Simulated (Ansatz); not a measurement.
Runs of Ansatz 0.2.0 on MgH2. Symmetry: Fm-3m, No. 225, cubic system. Conventional cell: a = 4.762 Å, b = 4.762 Å, c = 4.762 Å, α = 90.00°, β = 90.00°, γ = 90.00°. Around Mg (site symmetry m-3m) lie 8 H at 2.06 Å. H (site symmetry -43m) is surrounded by 4 Mg at 2.06 Å. Measurements of this composition are mostly on another form, of space group No. 136.

| level | gap on the mesh (eV) | pressure (GPa) | relaxed volume (Å³/atom) |
| --- | --- | --- | --- |
| PBEsol+D4 | none | 0.0 | (a) |
| PBEsol | none | 0.0 | 8.81 |
| PBEsol+D3(BJ) | none | 0.0 | 8.47 |
| PBEsol+D3(BJ)-ATM | none | 0.0 | 8.53 |

Alike in all rows: task relaxation of cell and atoms; potentials or basis Ansatz PAW; no spin polarisation; cell relaxed; k mesh 10 × 10 × 10; cutoff (eV) 420; smearing fermi-dirac 0.05 eV.

Fill in the values left out.

(a) 8.66.

Caveats: the plane-wave basis is chosen anew once the cell has moved, so the energies of steps on either side of that aren't comparable; the PAW data sets come from PBE, with cores solved anew for the run's functional, which leaves a small shift of forces and pressure; pairwise dispersion overbinds metals, which lowers pressure and volume (some runs).

A gap of «none» marks a metal or a gap under the smearing width.

Runs at the PBE level aren't shown here.
